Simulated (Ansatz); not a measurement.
# GaN: the cell at several levels of theory

How does the equilibrium cell of GaN, database structure depend on the functional? It is relaxed with PBE, r2SCAN, PBEsol, LDA and HSE06.

Code: Ansatz 0.2.0. PAW datasets, plane waves, zero pressure. Calculated at 0 K for a non-magnetic cell.

## 1. Starting point

Space group F-43m (No. 216), cubic; conventional cell a = 4.507 Å, 11.44 Å³ an atom. Near Ga stand 4 N at 1.95 Å; near N stand 4 Ga at 1.95 Å.

The structure in full:

Space group F-43m (No. 216). a = 4.507 Å, b = 4.507 Å, c = 4.507 Å, α = 90.00°, β = 90.00°, γ = 90.00°
```json
{"atom": "Ga", "site": "4a", "symmetry": "-43m", "x": "0.0000", "y": "0.0000", "z": "0.0000"}
{"atom": "N", "site": "4c", "symmetry": "-43m", "x": "0.2500", "y": "0.2500", "z": "0.2500"}
```

## 2. Relaxing with PBE

Contents of input.yaml:

```yaml
crystal:
  lattice:
    - [0.0, 2.2535006075, 2.2535006075]
    - [2.2535006075, 0.0, 2.2535006075]
    - [2.2535006075, 2.2535006075, 0.0]
  atoms:
    - { symbol: Ga, position: [0.0, 0.0, 0.0] }
    - { symbol: "N", position: [0.75, 0.75, 0.75] }
kpoints:
  mp_grid: { grid: [8, 8, 8] }
hamiltonian:
  xc: pbe
scf:
  occupations: { method: fermi_dirac, width: 0.02 }
relax:
  f_tol: 0.005
  cell: {}
```

On the command line:

```sh
$ ansatz run input.yaml --threads 1 --pin off --max-ram 2304MiB --backend cpu --events-out ev --progress --plain --runs-dir out
```

After this run come: Relaxing with r2SCAN; Relaxation with PBEsol; Relaxation with LDA; HSE06: cell and atoms.

What does the calculation give? Wanted: for each run, a; volume; space group; SCF geometries.

The runs gave:

| level | a (Å) | volume (Å³/atom) | space group | SCF geometries |
| --- | --- | --- | --- | --- |
| PBE | 4.548 | 11.762 | F-43m | 7 |
| r2SCAN | 4.498 | 11.375 | F-43m | 5 |
| PBEsol | 4.498 | 11.376 | F-43m | 7 |
| LDA | 4.455 | 11.055 | F-43m | 7 |
| HSE06 | 4.498 | 11.375 | F-43m | 2 |

What this shows: From the start to the first minimum the volume moved by +2.8 %. LDA gives the smallest cell and PBE the largest; they differ by 6.4 % in volume, a mean of 2.1 % in length. The meshes differ: PBE 8×8×8, r2SCAN 8×8×8, PBEsol 8×8×8, LDA 8×8×8, HSE06 6×6×6.
